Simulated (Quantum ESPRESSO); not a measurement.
# Tc (P6_3/mmc) in Quantum ESPRESSO: further runs, part 2 of 2

Quantum ESPRESSO 7.5. The steps go on from the part before.

## (3) Single point, LDA, 13.44 Å³/atom

Input file pw.in:

```
&CONTROL
  calculation = 'scf'
  prefix = 'pwscf'
  outdir = './tmp'
  pseudo_dir = './pseudo'
  tstress = .true.
  disk_io = 'nowf'
/
&SYSTEM
  ibrav = 0
  nat = 2
  ntyp = 1
  ecutwfc = 45
  ecutrho = 360
  nbnd = 22
  occupations = 'smearing'
  smearing = 'fd'
  degauss = 0.00367493
/
&ELECTRONS
  conv_thr = 4d-10
  electron_maxstep = 120
  mixing_beta = 0.5
/
ATOMIC_SPECIES
Tc    97.9072 tc_lda_v1.uspp.F.UPF
CELL_PARAMETERS angstrom
   2.6840659379    0.0000000000    0.0000000000
  -1.3420329689    2.3244692877    0.0000000000
   0.0000000000    0.0000000000    4.3082197061
ATOMIC_POSITIONS crystal
Tc     0.6666666667    0.3333333333    0.7500000000
Tc     0.3333333333    0.6666666667    0.2500000000
K_POINTS automatic
11 11 6 0 0 0
```

Potentials or basis: GBRV 1.5 LDA.

Launch:

```console
$ OMP_NUM_THREADS=1 mpirun -n 2 pw.x -nk 2 -in pw.in > pw.out
```

pw.out:

```text
This program is part of the open-source Quantum ESPRESSO suite
     for quantum simulation of materials; please cite
[... 6 lines left out ...]
     using ibrav=0 with symmetry is DISCOURAGED, use correct ibrav instead

     K-points division:     npool     =       2
     Subspace diagonalization in iterative solution of the eigenvalue problem:
     a serial algorithm will be used

     G-vector sticks info
     --------------------
     sticks:   dense  smooth     PW     G-vecs:    dense   smooth      PW
     Sum         649     313    109                20929     7415    1327

     Using Slab Decomposition

     bravais-lattice index     =            0
     lattice parameter (alat)  =       5.0721  a.u.
     unit-cell volume          =     181.3892 (a.u.)^3
     number of atoms/cell      =            2
     number of atomic types    =            1
     number of electrons       =        30.00
     number of Kohn-Sham states=           22
     kinetic-energy cutoff     =      45.0000  Ry
     charge density cutoff     =     360.0000  Ry
     scf convergence threshold =      4.0E-10
     mixing beta               =       0.5000
     number of iterations used =            8  plain     mixing
     Exchange-correlation= SLA  PZ   NOGX NOGC
                           (   1   1   0   0   0   0   0)

     celldm(1)=   5.072150  celldm(2)=   0.000000  celldm(3)=   0.000000
     celldm(4)=   0.000000  celldm(5)=   0.000000  celldm(6)=   0.000000

     crystal axes: (cart. coord. in units of alat)
[... 40 lines left out ...]
        k(    5) = (   0.0000000   0.1049728   0.0000000), wk =   0.0165289
        k(    6) = (   0.0000000   0.1049728   0.1038351), wk =   0.0330579
[... 56 lines left out ...]
        k(   63) = (   0.2727273   0.5773503   0.2076702), wk =   0.0330579
        k(   64) = (   0.2727273   0.5773503  -0.3115052), wk =   0.0165289

     Dense  grid:    20929 G-vectors     FFT dimensions: (  32,  32,  50)

     Smooth grid:     7415 G-vectors     FFT dimensions: (  24,  24,  36)

     Check: negative core charge=   -0.000055

     Initial potential from superposition of free atoms

     starting charge      28.0000, renormalised to      30.0000

     negative rho (up, down):  2.577E-01 0.000E+00
     Starting wfcs are   26 randomized atomic wfcs

     Self-consistent Calculation

     iteration #  1     ecut=    45.00 Ry     beta= 0.50
     Davidson diagonalization with overlap
     ethr =  1.00E-02,  avg # of iterations =  4.1

     negative rho (up, down):  2.543E-01 0.000E+00
[... 58 lines left out ...]
     iteration #  8     ecut=    45.00 Ry     beta= 0.50
     Davidson diagonalization with overlap
     ethr =  8.18E-11,  avg # of iterations =  2.3

     negative rho (up, down):  2.533E-01 0.000E+00

     End of self-consistent calculation

          k = 0.0000 0.0000 0.0000 (   941 PWs)   bands (ev):

   -42.5827 -42.2702 -15.3938 -14.0290 -14.0290 -13.8030 -13.8030 -13.7547
    16.5335  18.2779  22.4007  22.4007  22.4743  23.1954  23.1954  23.9809
    23.9809  26.0069  26.9026  26.9026  35.9925  38.3985
[... 375 lines left out ...]
   -42.2240 -42.2240 -15.0926 -15.0926 -14.6729 -14.6729 -14.0469 -14.0469
    19.7179  19.7179  20.7364  20.7364  22.2295  22.2295  24.1074  24.1074
    27.0562  27.0562  33.5109  33.5109  36.7207  36.7208

     the Fermi energy is    24.1223 ev

!    total energy              =    -348.80285282 Ry
     estimated scf accuracy    <          3.3E-10 Ry
     smearing contrib. (-TS)   =      -0.00119906 Ry
     internal energy E=F+TS    =    -348.80165375 Ry

     The total energy is F=E-TS. E is the sum of the following terms:
     one-electron contribution =     -37.10084218 Ry
     hartree contribution      =      41.73377823 Ry
     xc contribution           =     -64.17573581 Ry
     ewald contribution        =    -289.25885400 Ry

     convergence has been achieved in   8 iterations

     Computing stress (Cartesian axis) and pressure

     negative rho (up, down):  2.533E-01 0.000E+00
          total   stress  (Ry/bohr**3)                   (kbar)     P=       84.74
   0.00058894  -0.00000000  -0.00000000           86.64       -0.00       -0.00
  -0.00000000   0.00058894  -0.00000000           -0.00       86.64       -0.00
  -0.00000000  -0.00000000   0.00055018           -0.00       -0.00       80.93

=------------------------------------------------------------------------------=
   JOB DONE.
=------------------------------------------------------------------------------=
```

Run time: 5.6 s. Hardware: 2 MPI ranks of AMD EPYC 9R45 (Zen 5), shared host; peak memory 0.2 GiB.

Results:

```
Free energy            : -4745.7046 eV
Pressure               : 8.5 GPa
Band gap on the k mesh : none (metal or under the smearing width)
```

## (4) Single point, LDA, 13.73 Å³/atom

Changes to pw.in since step 3:

```diff
@@ -27,5 +27,5 @@
 CELL_PARAMETERS angstrom
-   2.6840659379    0.0000000000    0.0000000000
-  -1.3420329689    2.3244692877    0.0000000000
-   0.0000000000    0.0000000000    4.3082197061
+   2.7029684335    0.0000000000    0.0000000000
+  -1.3514842167    2.3408393290    0.0000000000
+   0.0000000000    0.0000000000    4.3385602812
 ATOMIC_POSITIONS crystal
```

Launch:

```console
$ OMP_NUM_THREADS=1 mpirun -n 2 pw.x -nk 2 -in pw.in > pw.out
```

It took 5.6 s on 2 MPI ranks of AMD EPYC 9R45 (Zen 5), shared host; peak memory 0.2 GiB.

Results (log left out):

```
Free energy            : -4745.7218 eV
Pressure               : 0.8 GPa
Band gap on the k mesh : none (metal or under the smearing width)
```

## (5) Single point, LDA, 14.01 Å³/atom

Changes to pw.in since step 4:

```diff
@@ -27,5 +27,5 @@
 CELL_PARAMETERS angstrom
-   2.7029684335    0.0000000000    0.0000000000
-  -1.3514842167    2.3408393290    0.0000000000
-   0.0000000000    0.0000000000    4.3385602812
+   2.7216101842    0.0000000000    0.0000000000
+  -1.3608050921    2.3569835587    0.0000000000
+   0.0000000000    0.0000000000    4.3684823321
 ATOMIC_POSITIONS crystal
```

Launch:

```console
$ OMP_NUM_THREADS=1 mpirun -n 2 pw.x -nk 2 -in pw.in > pw.out
```

It took 5.6 s on 2 MPI ranks of AMD EPYC 9R45 (Zen 5), shared host; peak memory 0.2 GiB.

It converged, with:

```
Free energy            : -4745.7131 eV
Pressure               : -6.0 GPa
Band gap on the k mesh : none (metal or under the smearing width)
```

## (6) Single point, LDA, 14.30 Å³/atom

Changes to pw.in since step 5:

```diff
@@ -27,5 +27,5 @@
 CELL_PARAMETERS angstrom
-   2.7216101842    0.0000000000    0.0000000000
-  -1.3608050921    2.3569835587    0.0000000000
-   0.0000000000    0.0000000000    4.3684823321
+   2.7400000000    0.0000000000    0.0000000000
+  -1.3700000000    2.3729096064    0.0000000000
+   0.0000000000    0.0000000000    4.3980000000
 ATOMIC_POSITIONS crystal
```

Potentials or basis: GBRV 1.5 LDA.

Launch:

```console
$ OMP_NUM_THREADS=1 mpirun -n 2 pw.x -nk 2 -in pw.in > pw.out
```

It took 5.7 s on 2 MPI ranks of AMD EPYC 9R45 (Zen 5), shared host; peak memory 0.2 GiB.

The run converged. Its results:

```yaml
Free_energy: -4745.6813 eV
Pressure: -12.1 GPa
Band_gap_on_the_k_mesh: none (metal or under the smearing width)
```

## (7) Single point, LDA, 14.58 Å³/atom

Changes to pw.in since step 6:

```diff
@@ -27,5 +27,5 @@
 CELL_PARAMETERS angstrom
-   2.7400000000    0.0000000000    0.0000000000
-  -1.3700000000    2.3729096064    0.0000000000
-   0.0000000000    0.0000000000    4.3980000000
+   2.7581462242    0.0000000000    0.0000000000
+  -1.3790731121    2.3886246975    0.0000000000
+   0.0000000000    0.0000000000    4.4271266766
 ATOMIC_POSITIONS crystal
```

Launch:

```console
$ OMP_NUM_THREADS=1 mpirun -n 2 pw.x -nk 2 -in pw.in > pw.out
```

It took 5.7 s on 2 MPI ranks of AMD EPYC 9R45 (Zen 5), shared host; peak memory 0.2 GiB.

The run converged. Its results:

- Free energy: -4745.6288 eV
- Pressure: -17.6 GPa
- Band gap on the k mesh: none (metal or under the smearing width)

## (8) Single point, LDA, 14.87 Å³/atom

Changes to pw.in since step 7:

```diff
@@ -27,5 +27,5 @@
 CELL_PARAMETERS angstrom
-   2.7581462242    0.0000000000    0.0000000000
-  -1.3790731121    2.3886246975    0.0000000000
-   0.0000000000    0.0000000000    4.4271266766
+   2.7760567665    0.0000000000    0.0000000000
+  -1.3880283832    2.4041356821    0.0000000000
+   0.0000000000    0.0000000000    4.4558750580
 ATOMIC_POSITIONS crystal
```

Launch:

```console
$ OMP_NUM_THREADS=1 mpirun -n 2 pw.x -nk 2 -in pw.in > pw.out
```

Wall time 5.7 s (2 MPI ranks of AMD EPYC 9R45 (Zen 5), shared host); peak memory 0.2 GiB.

The run converged. Its results:

- Free energy: -4745.5580 eV
- Pressure: -22.4 GPa
- Band gap on the k mesh: none (metal or under the smearing width)

## (9) Single point, LDA, 15.16 Å³/atom

Changes to pw.in since step 8:

```diff
@@ -27,5 +27,5 @@
 CELL_PARAMETERS angstrom
-   2.7760567665    0.0000000000    0.0000000000
-  -1.3880283832    2.4041356821    0.0000000000
-   0.0000000000    0.0000000000    4.4558750580
+   2.7937391334    0.0000000000    0.0000000000
+  -1.3968695667    2.4194490611    0.0000000000
+   0.0000000000    0.0000000000    4.4842571930
 ATOMIC_POSITIONS crystal
```

Potentials or basis: GBRV 1.5 LDA.

Launch:

```console
$ OMP_NUM_THREADS=1 mpirun -n 2 pw.x -nk 2 -in pw.in > pw.out
```

Run time: 6.4 s. Hardware: 2 MPI ranks of AMD EPYC 9R45 (Zen 5), shared host; peak memory 0.2 GiB.

The run converged. Its results:

```
Free energy            : -4745.4707 eV
Pressure               : -26.8 GPa
Band gap on the k mesh : none (metal or under the smearing width)
```

## (10) Equation of state, LDA

This step only gathers the single runs of the series.

What came out:

```yaml
Equilibrium_volume: 13.77 Å³/atom
Bulk_modulus_at_fixed_shape_and_positions: 343 GPa
Pressure_derivative_of_the_bulk_modulus: 4.5
```

Energy against volume, from the lowest point:
| volume (Å³/atom) | energy (meV/atom) |
| --- | --- |
| 13.440 | 8.61 |
| 13.726 | 0.00 |
| 14.011 | 4.35 |
| 14.297 | 20.23 |
| 14.583 | 46.49 |
| 14.869 | 81.88 |
| 15.155 | 125.53 |

Caveat: the cell was scaled at fixed shape and fractional positions, which overstates the stiffness of a crystal with free parameters, most of all of layers and chains.

## (11) For comparison

An earlier run on the cell as given: functional PBEsol; potentials or basis GBRV 1.5 PBEsol; cutoff 612 eV; density cutoff 4898 eV; k mesh 11 × 11 × 6; occupations fermi-dirac, width 0.05 eV; no spin polarisation.

- Pressure: -7.0 GPa
- Band gap on the k mesh: none (metal or under the smearing width)

## (12) Summary

| task | level | potentials or basis | form of the LDA correlation | gap on the mesh (eV) | pressure (GPa) |
| --- | --- | --- | --- | --- | --- |
| band structure | PBEsol | GBRV 1.5 PBEsol | - | none | -7.0 |
| equation of state | LDA | GBRV 1.5 LDA | PZ81 | - | - |
| single point | PBEsol | GBRV 1.5 PBEsol | - | none | -7.0 |

Alike in all rows: no spin polarisation; cell as given; k mesh 11 × 11 × 6; cutoff (eV) 612; smearing fermi-dirac 0.05 eV.

Caveats: the cell was scaled at fixed shape and fractional positions, which overstates the stiffness of a crystal with free parameters, most of all of layers and chains (some runs).

Total energies depend on the potentials used, so only differences within one code and one set of settings carry meaning.
